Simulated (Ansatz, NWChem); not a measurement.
**Appearance energy of a fragment ion: C3H6O → C2H3O+ + CH3 + e⁻**

Species: C3H6O (acetone) `CC(C)=O`, singlet; C2H3O+ `CC#[O+]`, singlet; CH3 (methyl radical) `[CH3]`, doublet. 

Shapes, held fixed at every level: PBE0-D4/def2-TZVP. Programs: Ansatz 0.2.0, NWChem 7.3.0. Electronic energies: no zero-point or thermal term.

| level | kind | ΔE (eV) | less CCSD(T)/CBS estimate |
| --- | --- | --- | --- |
| HF/def2-SVP | Hartree–Fock | +9.40 | -1.42 |
| B3LYP/6-31G* (Cartesian functions) | global hybrid | +10.72 | -0.10 |
| BHLYP-D4/def2-TZVPP | global hybrid | +10.66 | -0.16 |
| wB97M-V/def2-TZVPP | range-separated hybrid | +10.75 | -0.07 |
| B2PLYP/def2-TZVPP | double hybrid | +10.56 | -0.26 |
| CCSD/def2-TZVPP | coupled cluster or CI | +10.55 | -0.27 |
| CCSD(T)/CBS estimate | coupled cluster or CI | +10.82 | 0.00 |

The highest level, CCSD(T)/CBS estimate, gives ΔE = +10.82 eV; the levels span +9.40 to +10.82. The column of differences is taken from that level and isn't an error. No measured value is set beside it here. Open shells run unrestricted unless RO is named. The CBS estimate extrapolates MP2 from def2-TZVPP and def2-QZVPP and adds CCSD(T) − MP2 in the triple-zeta set, cores frozen. The onset seen in experiment also holds zero-point changes and kinetic shifts.
